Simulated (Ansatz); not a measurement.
Calculation for MgO (zincblende type): DFT, PBE, PAW with Ansatz's default frozen-core files, scalar-relativistic (Ansatz 0.2.0). This run: zincblende relaxed under pressure.

The start is a guessed cell of a prototype that needn't be stable.

Command: `ansatz run input.yaml --threads 1 --pin off --max-ram 3584MiB --backend cpu --events-out ev --progress --plain --runs-dir out` It took 17 s on 1 thread of Intel(R) Xeon(R) 6975P-C (Granite Rapids) (shared host), peak memory 0.39 GiB.

```yaml
crystal:
  lattice:
    - [0.0, 2.1881239573, 2.1881239573]
    - [2.1881239573, 0.0, 2.1881239573]
    - [2.1881239573, 2.1881239573, 0.0]
  atoms:
    - { symbol: Mg, position: [0.0, 0.0, 0.0] }
    - { symbol: O, position: [0.25, 0.25, 0.25] }
kpoints:
  mp_grid: { grid: [15, 15, 15] }
scf:
  occupations: { method: fermi_dirac, width: 0.05 }
hamiltonian:
  xc: pbe
  pseudopotentials: { kind: paw }
output:
  forces: true
  stress: true
  eigenvalues: true
relax:
  f_tol: 0.005
  max_steps: 40
  cell: { p_target: 13.0, stress_tol: 0.03 }
```

Output:

```
Engine: ansatz 0.2.0
Pseudopotentials: kind: paw
Pseudopotential: Mg, paw, valence charge 10, recommended cutoff 420 eV (normal), Mg.paw.azcp
Pseudopotential: O, paw, valence charge 6, recommended cutoff 420 eV (normal), O.paw.azcp
Functional definition: PBE
  parameter kappa = 0.804
  parameter beta = 0.06672455060314922
  exchange = pbe_x(kappa = kappa, mu = beta*pi^2/3)
  correlation = pbe_c(beta = beta)
Crystal: 2 atoms, lattice volume = 20.953 Å³
Basis set: ecut = 420 eV, 411 PW (Γ), exchange–correlation on 48×48×48 points (8 copies of the dense FFT grid, shifted against one another)
Bands: 12, of which v1, the nominal top of the filled ones, is band 8 counted from 1 (7 counted from 0)
Symmetry: 24 space group operations
Space group: F-43m (ITA 216), of the structure as read, at distance tolerance 2.8e-5 Å
k-points: 120 of 3375 (time reversal used)
Non-local potential: Mg, projectors of the file, l = 0: 3, l = 1: 2, l = 2: 1
Non-local potential: O, projectors of the file, l = 0: 2, l = 1: 2, l = 2: 1
PAW form: soft (Blöchl's): semilocal exchange-correlation on the pseudo side does not see the compensation charge
PAW one-centre angular grid: Mg, 110 points (default); XC on 64 Gauss nodes
PAW one-centre angular grid: O, 110 points (default); XC on 64 Gauss nodes
Initial density: superposition of atomic densities (neutral atoms: chi_scale 0, normalization atom), corrected by the library's trained network
Initial wavefunctions: pseudopotential atomic-orbital guess
Functional: x = pbe(κ = 0.804, μ = 0.2195149727645171), c = pbe(β = 0.06672455060314922)
SCF iter   1: F=—  HF=-2493.695631 eV  |F-HF|=—  |Δ(HF+E_count)|=         —  Δρ=1.73e-3  dr2=5.08e-4  ethr=1.77e-3  ⟨swp⟩=5.7  Hψ=8747  notcnv=0
preconditioner: auto → none  [insulator: Δε(μ)=4.392 eV  Ē_g=17.975 eV  σ=0.050 eV  W_gap=1.00  n_scr=8 (ndim 8)  ℏωp=22.9 eV  f_vac=0.000  D(μ)=0.00/eV (n_scr^D=0)  ε∞_Penn≈2.6]
SCF iter   2: F=—  HF=-2493.695430 eV  |F-HF|=—  |Δ(HF+E_count)|=   2.00e-4  Δρ=6.51e-4  dr2=7.18e-5  ethr=3.17e-6  ⟨swp⟩=2.4  Hψ=3283  notcnv=0
SCF iter   3: F=—  HF=-2493.695446 eV  |F-HF|=—  |Δ(HF+E_count)|=   1.58e-5  Δρ=1.45e-4  dr2=2.48e-6  ethr=4.49e-7  ⟨swp⟩=2.8  Hψ=2297  notcnv=0
SCF iter   4: F=—  HF=-2493.695446 eV  |F-HF|=—  |Δ(HF+E_count)|=   4.57e-7  Δρ=3.19e-5  dr2=1.37e-7  ethr=1.55e-8  ⟨swp⟩=2.1  Hψ=2224  notcnv=0
iter 5 did not close the SCF: its close was put off for the readings that it lacked (scf_convergence_deferred on its scf_iter line)
SCF iter   5: F=-2493.695447 eV  HF=-2493.695447 eV  |F-HF|=4.67e-9  |Δ(HF+E_count)|=   2.82e-7  Δρ=3.68e-6  dr2=1.22e-9  ethr=8.55e-10  ⟨swp⟩=2.4  Hψ=2089  notcnv=0
SCF iter   6: F=-2493.695447 eV  HF=-2493.695447 eV  |F-HF|=1.68e-11  |Δ(HF+E_count)|=   4.03e-9  Δρ=3.67e-7  dr2=1.10e-11  ethr=7.62e-12  ⟨swp⟩=1.3  Hψ=4352  notcnv=0
SCF 1 converged in 6 iterations: F = -2493.695447 eV  dr2 = 1.10e-11
  greatest PAW one-centre occupation: 1.000 electrons in one spin orbital (limit 2), on the Mg atom at site 0 (counted from 0), in its partial waves of l = 0
relax step   1: F+E_penalty+E_count = -2493.69544676 eV  Δ(F+E_penalty+E_count) = +0.000e0 eV  max|allowed force component| = 1.688e-16 eV/Å  Δτ_max = 0.0000 Å  P = +24.751 GPa  Ω = 20.953 Å³  (6 SCF iters, dr2 threshold 1.00e-7 eV, accepted)
Crystal: 2 atoms, lattice volume = 21.567 Å³
Initial density: handed on by an earlier stage of this run
Initial wavefunctions: those handed on with the density
iter 1 solved again at ethr=2.44e-5 eV; its pass at ethr=3.10e-3 eV (dr2=3.90e-3 eV) is discarded
SCF iter   1: F=—  HF=-2493.777556 eV  |F-HF|=—  |Δ(HF+E_count)|=         —  Δρ=4.35e-3  dr2=3.77e-3  ethr=2.44e-5  ⟨swp⟩=1.0  Hψ=10667  notcnv=0
preconditioner: auto → none  [insulator: Δε(μ)=4.201 eV  Ē_g=17.679 eV  σ=0.050 eV  W_gap=1.00  n_scr=8 (ndim 8)  ℏωp=22.6 eV  f_vac=0.011  D(μ)=0.00/eV (n_scr^D=0)  ε∞_Penn≈2.6]
SCF iter   2: F=—  HF=-2493.776806 eV  |F-HF|=—  |Δ(HF+E_count)|=   7.51e-4  Δρ=2.33e-3  dr2=7.40e-4  ethr=2.36e-5  ⟨swp⟩=2.0  Hψ=2307  notcnv=0
SCF iter   3: F=—  HF=-2493.776603 eV  |F-HF|=—  |Δ(HF+E_count)|=   2.03e-4  Δρ=5.34e-4  dr2=5.78e-5  ethr=4.63e-6  ⟨swp⟩=2.0  Hψ=1847  notcnv=0
SCF iter   4: F=—  HF=-2493.776664 eV  |F-HF|=—  |Δ(HF+E_count)|=   6.17e-5  Δρ=1.06e-4  dr2=2.16e-6  ethr=3.61e-7  ⟨swp⟩=2.1  Hψ=1815  notcnv=0
iter 5 did not close the SCF: its close was put off for the readings that it lacked (scf_convergence_deferred on its scf_iter line)
SCF iter   5: F=-2493.776666 eV  HF=-2493.776666 eV  |F-HF|=3.18e-8  |Δ(HF+E_count)|=   1.28e-6  Δρ=1.38e-5  dr2=3.45e-8  ethr=1.35e-8  ⟨swp⟩=2.0  Hψ=1851  notcnv=0
SCF iter   6: F=-2493.776666 eV  HF=-2493.776666 eV  |F-HF|=1.10e-10  |Δ(HF+E_count)|=   3.96e-8  Δρ=8.67e-7  dr2=8.25e-11  ethr=2.15e-10  ⟨swp⟩=2.0  Hψ=4782  notcnv=0
SCF 2 converged in 6 iterations: F = -2493.776666 eV  dr2 = 8.25e-11
relax step   2: F+E_penalty+E_count = -2493.77666558 eV  Δ(F+E_penalty+E_count) = -8.122e-2 eV  max|allowed force component| = 1.446e-16 eV/Å  Δτ_max = 0.0000 Å  P = +18.871 GPa  Ω = 21.567 Å³  energy of the carried Pulay correction = -2.120e-3 eV  (6 SCF iters, dr2 threshold 2.00e-7 eV, accepted)
Crystal: 2 atoms, lattice volume = 22.217 Å³
iter 1 solved again at ethr=2.39e-5 eV; its pass at ethr=3.10e-3 eV (dr2=3.83e-3 eV) is discarded
SCF iter   1: F=—  HF=-2493.840493 eV  |F-HF|=—  |Δ(HF+E_count)|=         —  Δρ=4.22e-3  dr2=3.70e-3  ethr=2.39e-5  ⟨swp⟩=1.0  Hψ=10553  notcnv=0
preconditioner: auto → none  [insulator: Δε(μ)=4.022 eV  Ē_g=17.398 eV  σ=0.050 eV  W_gap=1.00  n_scr=8 (ndim 8)  ℏωp=22.3 eV  f_vac=0.013  D(μ)=0.00/eV (n_scr^D=0)  ε∞_Penn≈2.6]
SCF iter   2: F=—  HF=-2493.839789 eV  |F-HF|=—  |Δ(HF+E_count)|=   7.04e-4  Δρ=2.32e-3  dr2=7.73e-4  ethr=2.31e-5  ⟨swp⟩=2.0  Hψ=2299  notcnv=0
SCF iter   3: F=—  HF=-2493.839583 eV  |F-HF|=—  |Δ(HF+E_count)|=   2.06e-4  Δρ=5.49e-4  dr2=6.48e-5  ethr=4.83e-6  ⟨swp⟩=2.0  Hψ=1845  notcnv=0
SCF iter   4: F=—  HF=-2493.839646 eV  |F-HF|=—  |Δ(HF+E_count)|=   6.36e-5  Δρ=1.12e-4  dr2=2.60e-6  ethr=4.05e-7  ⟨swp⟩=2.0  Hψ=1784  notcnv=0
iter 5 did not close the SCF: its close was put off for the readings that it lacked (scf_convergence_deferred on its scf_iter line)
[... lines left out ...]
iter 5 did not close the SCF: its close was put off for the readings that it lacked (scf_convergence_deferred on its scf_iter line)
SCF iter   5: F=-2493.854609 eV  HF=-2493.854609 eV  |F-HF|=9.09e-13  |Δ(HF+E_count)|=  2.27e-11  Δρ=9.06e-8  dr2=6.46e-13  ethr=1.00e-12  ⟨swp⟩=1.0  Hψ=1440  notcnv=0
iter 6 did not close the SCF: its close was put off for the readings that it lacked (scf_convergence_deferred on its scf_iter line)
SCF iter   6: F=-2493.854609 eV  HF=-2493.854609 eV  |F-HF|=9.09e-13  |Δ(HF+E_count)|=  4.55e-13  Δρ=1.99e-8  dr2=3.30e-14  ethr=1.00e-12  ⟨swp⟩=1.0  Hψ=1440  notcnv=0
iter 7 did not close the SCF: its close was put off for the readings that it lacked (scf_convergence_deferred on its scf_iter line)
SCF iter   7: F=-2493.854609 eV  HF=-2493.854609 eV  |F-HF|=4.55e-13  |Δ(HF+E_count)|=  4.55e-13  Δρ=4.41e-9  dr2=1.47e-15  ethr=1.00e-12  ⟨swp⟩=1.0  Hψ=1440  notcnv=0
iter 8 did not close the SCF: its close was put off for the readings that it lacked (scf_convergence_deferred on its scf_iter line)
SCF iter   8: F=-2493.854609 eV  HF=-2493.854609 eV  |F-HF|=4.55e-13  |Δ(HF+E_count)|=  4.55e-13  Δρ=4.33e-10  dr2=2.13e-17  ethr=1.00e-12  ⟨swp⟩=1.0  Hψ=1440  notcnv=0
SCF iter   9: F=-2493.854609 eV  HF=-2493.854609 eV  |F-HF|=0.00e0  |Δ(HF+E_count)|=  4.55e-13  Δρ=1.14e-10  dr2=6.16e-19  ethr=1.00e-12  ⟨swp⟩=2.0  Hψ=3726  notcnv=0
SCF 7 converged in 9 iterations: F = -2493.854609 eV  dr2 = 6.16e-19
relax step   7: F+E_penalty+E_count = -2493.85460941 eV  Δ(F+E_penalty+E_count) = -2.197e-4 eV  max|allowed force component| = 4.221e-17 eV/Å  Δτ_max = 0.0000 Å  P = +13.029 GPa  Ω = 22.324 Å³  stress off target by 2.92e-2 GPa  SCF on the basis re-selected at this cell (its energy is not comparable with the rows above)  (9 SCF iters)
basis re-selected at this cell: Δ(F+E_penalty+E_count) = -2.197e-4 eV, ΔP = +0.006 GPa vs the last step (what re-selecting the basis moved, of the pressure what is left beyond the Pulay correction that the steps carried, after the strain that the cell walked since its last selection, with what the two solves' SCF thresholds leave and, on support functions, any second-order correction that the steps lacked; it is no measure of the basis error at this ecutwfc). This SCF's stress stands 2.92e-2 GPa from its target on what of the cell is left free (relax.cell.stress_tol is 3.00e-2 GPa) and its largest allowed force component is 4.22e-17 eV/Å (relax.f_tol is 5.00e-3 eV/Å): within both
SCF converged after 9 iterations
Free energy (F): -2493.854609 eV
Harris-Foulkes:  -2493.854609 eV  (|F-HF|=0.00e0)
Internal energy: -2493.854609 eV  (E = F + TS)
E sigma→0 (E₀):  -2493.854609 eV
Fermi energy:    7.410462 eV
--- Per-component energies (eV) ---
  E_band       = -324.054691
  E_kinetic    = 255.929439
  E_local      = -1830.527930  (includes V_loc(G=0)·N_el)
  E_nonlocal   = 143.233823
  E_hartree    = 651.682262
  E_xc         = -105.091257
  E_vxc        = -134.612226  (∫ρ·V_xc dr)
  E_paw        = -449.657131  (= ΣΔE_a)
  E_vpaw       = -61.444804  (= ΣTr[D̂ρ^β])
  E_aug_tail   = 0.002482  (compensation charges beyond the density's cutoff)
  E_ewald      = -1159.426299
  E_smearing   = -0.000000  (= −TS)
  E_closure    = -0.000000  (closes the sum)
  Σ components = -2493.854609   (vs F -2493.854609, Δ=0.00e0)
--- Forces (eV/Å), atoms counted from 1 ---
  atom   1  Mg    -0.00000000    -0.00000000    -0.00000000
  atom   2  O      0.00000000     0.00000000     0.00000000
  max |Σ_I F_I| component: 4.51e-17 eV/Å
--- Stress (GPa, compression-positive) ---
       13.029202      -0.000000      -0.000000
       -0.000000      13.029202       0.000000
       -0.000000       0.000000      13.029202
  P = ⅓ Tr σ = 13.0292 GPa (130.292 kbar)
--- Band table (eV; the first three rows and the last of 120) ---
  k-point 0: bands = ["-65.9786", "-32.7185", "-32.7185", "-32.7185", "-10.8129", "5.2697", "5.2697", "5.2697", "9.2911", "22.8126", "22.8126", "22.8126"]
  k-point 1: bands = ["-65.9784", "-32.7209", "-32.7188", "-32.7188", "-10.7813", "5.0352", "5.2609", "5.2609", "9.5596", "22.3564", "22.8183", "22.8183"]
  k-point 2: bands = ["-65.9779", "-32.7278", "-32.7197", "-32.7197", "-10.6908", "4.4830", "5.2381", "5.2381", "10.2158", "21.2835", "22.6606", "22.6606"]
  k-point 119: bands = ["-65.9729", "-32.7636", "-32.7486", "-32.7373", "-9.7860", "3.3466", "3.5780", "4.2644", "13.2162", "17.1987", "19.6820", "20.3489"]
--- Relaxed structure (5 steps of the walk, 5 accepted, 2 SCFs on fresh bases) ---
  F+E_penalty+E_count = -2493.85460941 eV   max|allowed force component| = 4.221e-17 eV/Å   (the final SCF, on the basis selected at the relaxed cell)
  cell:  # Å, volume = 22.3236 Å³
    - [-3.821529024671686e-35, 2.2348302949612107, 2.2348302949612107]
    - [2.2348302949612107, 3.5794988531091514e-33, 2.2348302949612107]
    - [2.2348302949612107, 2.2348302949612107, 3.7196215840137806e-33]
  atoms:
    - { symbol: Mg, position: [-5.283336472012277e-34, 6.764045956142399e-34, 6.200184449801825e-34] }
    - { symbol: O, position: [0.25, 0.25, 0.25] }
```

Next run (wurtzite relaxed under pressure), as changes to the input before:

```diff
   lattice:
-    - [0.0, 2.1881239573, 2.1881239573]
-    - [2.1881239573, 0.0, 2.1881239573]
-    - [2.1881239573, 2.1881239573, 0.0]
+    - [3.0963675417, 0.0, 0.0]
+    - [-1.5481837708, 2.6815329506, 0.0]
+    - [0.0, 0.0, 5.047079093]
   atoms:
-    - { symbol: Mg, position: [0.0, 0.0, 0.0] }
-    - { symbol: O, position: [0.25, 0.25, 0.25] }
+    - { symbol: Mg, position: [0.3333333333, 0.6666666667, 0.0] }
+    - { symbol: Mg, position: [0.6666666667, 0.3333333333, 0.5] }
+    - { symbol: O, position: [0.3333333333, 0.6666666667, 0.376] }
+    - { symbol: O, position: [0.6666666667, 0.3333333333, 0.876] }
 kpoints:
-  mp_grid: { grid: [15, 15, 15] }
+  mp_grid: { grid: [12, 12, 6] }
 scf:
```

Results part of the output:

```
basis re-selected at this cell: Δ(F+E_penalty+E_count) = -3.869e-5 eV, ΔP = +0.001 GPa vs the last step (what re-selecting the basis moved, of the pressure what is left beyond the Pulay correction that the steps carried, after the strain that the cell walked since its last selection, with what the two solves' SCF thresholds leave and, on support functions, any second-order correction that the steps lacked; it is no measure of the basis error at this ecutwfc). This SCF's stress stands 3.67e-3 GPa from its target on what of the cell is left free (relax.cell.stress_tol is 3.00e-2 GPa) and its largest allowed force component is 9.14e-6 eV/Å (relax.f_tol is 5.00e-3 eV/Å): within both
SCF converged after 5 iterations
Free energy (F): -4987.995412 eV
Harris-Foulkes:  -4987.995412 eV  (|F-HF|=1.55e-11)
Internal energy: -4987.995412 eV  (E = F + TS)
E sigma→0 (E₀):  -4987.995412 eV
Fermi energy:    8.712315 eV
--- Per-component energies (eV) ---
  E_band       = -625.464775
  E_kinetic    = 513.492703
  E_local      = -3582.320379  (includes V_loc(G=0)·N_el)
  E_nonlocal   = 286.141375
  E_hartree    = 1275.540057
  E_xc         = -210.844337
  E_vxc        = -270.162989  (∫ρ·V_xc dr)
  E_paw        = -899.695550  (= ΣΔE_a)
  E_vpaw       = -123.700603  (= ΣTr[D̂ρ^β])
  E_aug_tail   = 0.005004  (compensation charges beyond the density's cutoff)
  E_ewald      = -2370.314285
  E_smearing   = -0.000000  (= −TS)
  E_closure    = -0.000000  (closes the sum)
  Σ components = -4987.995412   (vs F -4987.995412, Δ=0.00e0)
--- Forces (eV/Å), atoms counted from 1 ---
  atom   1  Mg    -0.00000000     0.00000000    -0.00000120
  atom   2  Mg    -0.00000000    -0.00000000    -0.00000120
  atom   3  O     -0.00000000     0.00000000     0.00001708
  atom   4  O      0.00000000    -0.00000000     0.00001708
  max |Σ_I F_I| component: 3.18e-5 eV/Å
--- Stress (GPa, compression-positive) ---
       13.003671       0.000000       0.000000
        0.000000      13.003671       0.000000
        0.000000       0.000000      13.000229
  P = ⅓ Tr σ = 13.0025 GPa (130.025 kbar)
--- Band table (eV; the first three rows and the last of 76) ---
  k-point 0: bands = ["-65.2636", "-65.2477", "-32.0609", "-32.0321", "-32.0321", "-31.9995", "-31.9995", "-31.9684", "-10.3624", "-8.8373", "2.9901", "4.9921", "4.9921", "5.9296", "5.9296", "6.8208", "10.5481", "16.7490", "19.4529", "19.8166"]
  k-point 1: bands = ["-65.2625", "-65.2487", "-32.0555", "-32.0299", "-32.0299", "-32.0017", "-32.0017", "-31.9754", "-10.2587", "-8.9354", "3.1254", "5.0497", "5.0497", "5.8614", "5.8614", "6.3061", "11.0860", "16.1925", "19.7058", "19.7058"]
  k-point 2: bands = ["-65.2596", "-65.2516", "-32.0402", "-32.0239", "-32.0239", "-32.0076", "-32.0076", "-31.9940", "-9.9752", "-9.2085", "3.5538", "5.2105", "5.2105", "5.2850", "5.6789", "5.6789", "12.2373", "14.9820", "19.7217", "19.7217"]
  k-point 75: bands = ["-65.2545", "-65.2545", "-32.0714", "-32.0714", "-32.0272", "-32.0272", "-31.9789", "-31.9789", "-9.1912", "-9.1912", "3.0531", "3.0531", "4.1846", "4.1846", "6.3829", "6.3829", "15.1542", "15.1542", "18.1864", "18.1864"]
--- Relaxed structure (13 steps of the walk, 12 accepted, 3 SCFs on fresh bases) ---
  F+E_penalty+E_count = -4987.99541180 eV   max|allowed force component| = 9.139e-6 eV/Å   (the final SCF, on the basis selected at the relaxed cell)
  cell:  # Å, volume = 41.6779 Å³
    - [3.4160461007484213, -3.1847851806423793e-11, 8.124244165544014e-19]
    - [-1.7080230503466296, 2.9583827037628327, -3.6539052575398875e-18]
    - [1.3242517989258717e-18, -6.112684047341367e-18, 4.124087263718511]
  atoms:
    - { symbol: Mg, position: [0.33333333333333337, 0.6666666666666667, -0.06199973798399563] }
    - { symbol: Mg, position: [0.6666666666666667, 0.3333333333333333, 0.4380002620160043] }
    - { symbol: O, position: [0.33333333333333337, 0.6666666666666667, 0.4379997379839957] }
    - { symbol: O, position: [0.6666666666666667, 0.3333333333333333, 0.9379997379839957] }
```

Next run (NiAs relaxed under pressure), as changes to the input before:

```diff
   lattice:
-    - [3.0963675417, 0.0, 0.0]
-    - [-1.5481837708, 2.6815329506, 0.0]
-    - [0.0, 0.0, 5.047079093]
+    - [2.9875562233, 0.0, 0.0]
+    - [-1.4937781117, 2.5872995846, 0.0]
+    - [0.0, 0.0, 4.6307121461]
   atoms:
-    - { symbol: Mg, position: [0.3333333333, 0.6666666667, 0.0] }
-    - { symbol: Mg, position: [0.6666666667, 0.3333333333, 0.5] }
-    - { symbol: O, position: [0.3333333333, 0.6666666667, 0.376] }
-    - { symbol: O, position: [0.6666666667, 0.3333333333, 0.876] }
+    - { symbol: Mg, position: [0.0, 0.0, 0.0] }
+    - { symbol: Mg, position: [0.0, 0.0, 0.5] }
+    - { symbol: O, position: [0.3333333333, 0.6666666667, 0.25] }
+    - { symbol: O, position: [0.6666666667, 0.3333333333, 0.75] }
 kpoints:
-  mp_grid: { grid: [12, 12, 6] }
+  mp_grid: { grid: [10, 10, 6] }
 scf:
```

Command: `ansatz run input.yaml --threads 1 --pin off --max-ram 3584MiB --backend cpu --events-out ev --progress --plain --runs-dir out` It took 11 s on 1 thread of Intel(R) Xeon(R) 6975P-C (Granite Rapids), on a shared host, peak memory 0.38 GiB.

Results part of the output:

```
basis re-selected at this cell: Δ(F+E_penalty+E_count) = -3.366e-4 eV, ΔP = +0.004 GPa vs the last step (what re-selecting the basis moved, of the pressure what is left beyond the Pulay correction that the steps carried, after the strain that the cell walked since its last selection, with what the two solves' SCF thresholds leave and, on support functions, any second-order correction that the steps lacked; it is no measure of the basis error at this ecutwfc). This SCF's stress stands 1.69e-2 GPa from its target on what of the cell is left free (relax.cell.stress_tol is 3.00e-2 GPa) and its largest allowed force component is 2.08e-17 eV/Å (relax.f_tol is 5.00e-3 eV/Å): within both
SCF converged after 8 iterations
Free energy (F): -4987.571221 eV
Harris-Foulkes:  -4987.571221 eV  (|F-HF|=0.00e0)
Internal energy: -4987.571221 eV  (E = F + TS)
E sigma→0 (E₀):  -4987.571221 eV
Fermi energy:    11.208121 eV
--- Per-component energies (eV) ---
  E_band       = -573.957036
  E_kinetic    = 513.734265
  E_local      = -3189.196177  (includes V_loc(G=0)·N_el)
  E_nonlocal   = 285.894225
  E_hartree    = 1105.263321
  E_xc         = -211.264339
  E_vxc        = -270.798934  (∫ρ·V_xc dr)
  E_paw        = -899.787541  (= ΣΔE_a)
  E_vpaw       = -124.122101  (= ΣTr[D̂ρ^β])
  E_aug_tail   = 0.005045  (compensation charges beyond the density's cutoff)
  E_ewald      = -2592.220019
  E_smearing   = -0.000000  (= −TS)
  E_closure    = 0.000000  (closes the sum)
  Σ components = -4987.571221   (vs F -4987.571221, Δ=0.00e0)
--- Forces (eV/Å), atoms counted from 1 ---
  atom   1  Mg    -0.00000000     0.00000000     0.00000000
  atom   2  Mg    -0.00000000    -0.00000000     0.00000000
  atom   3  O      0.00000000    -0.00000000     0.00000000
  atom   4  O     -0.00000000     0.00000000    -0.00000000
  max |Σ_I F_I| component: 4.63e-18 eV/Å
--- Stress (GPa, compression-positive) ---
       12.995058       0.000000      -0.000000
        0.000000      12.995058      -0.000000
       -0.000000      -0.000000      13.016890
  P = ⅓ Tr σ = 13.0023 GPa (130.023 kbar)
--- Band table (eV; the first three rows and the last of 56) ---
  k-point 0: bands = ["-63.8309", "-63.8070", "-30.7146", "-30.5403", "-30.5403", "-30.5187", "-30.5187", "-30.4993", "-8.8589", "-7.6265", "3.5894", "8.1858", "8.1870", "8.1870", "8.7376", "8.7376", "13.5839", "17.1936", "20.9175", "21.8882"]
  k-point 1: bands = ["-63.8293", "-63.8086", "-30.7004", "-30.5388", "-30.5388", "-30.5202", "-30.5202", "-30.5139", "-8.7874", "-7.7233", "3.8359", "7.7228", "8.2220", "8.2220", "8.6986", "8.6986", "14.0342", "17.1132", "20.8372", "21.7289"]
  k-point 2: bands = ["-63.8249", "-63.8130", "-30.6613", "-30.5536", "-30.5349", "-30.5349", "-30.5241", "-30.5241", "-8.5855", "-7.9747", "4.5249", "6.6856", "8.3192", "8.3192", "8.5943", "8.5943", "15.0207", "16.7725", "20.7570", "21.3337"]
  k-point 55: bands = ["-63.8091", "-63.8091", "-30.5977", "-30.5977", "-30.5875", "-30.5875", "-30.5803", "-30.5803", "-7.1974", "-7.1974", "4.8946", "4.8946", "5.8587", "5.8587", "7.5000", "7.5000", "18.6250", "18.6250", "21.0406", "21.0406"]
--- Relaxed structure (8 steps of the walk, 8 accepted, 2 SCFs on fresh bases) ---
  F+E_penalty+E_count = -4987.57122072 eV   max|allowed force component| = 2.082e-17 eV/Å   (the final SCF, on the basis selected at the relaxed cell)
  cell:  # Å, volume = 36.1747 Å³
    - [2.880530730902892, 2.783329586045923e-11, 2.836257251028753e-18]
    - [-1.4402653654755502, 2.494612789329744, -1.4181286255381168e-18]
    - [4.396198739090602e-18, -1.120795942030297e-32, 5.034186287343126]
  atoms:
    - { symbol: Mg, position: [1.9244928414682313e-34, 3.2295167364889345e-34, 6.007722374384882e-37] }
    - { symbol: Mg, position: [1.925929944387236e-34, 2.965882717185859e-34, 0.49999999999999994] }
    - { symbol: O, position: [0.33333333333333326, 0.6666666666666666, 0.24999999999999997] }
    - { symbol: O, position: [0.6666666666666665, 0.3333333333333333, 0.75] }
```
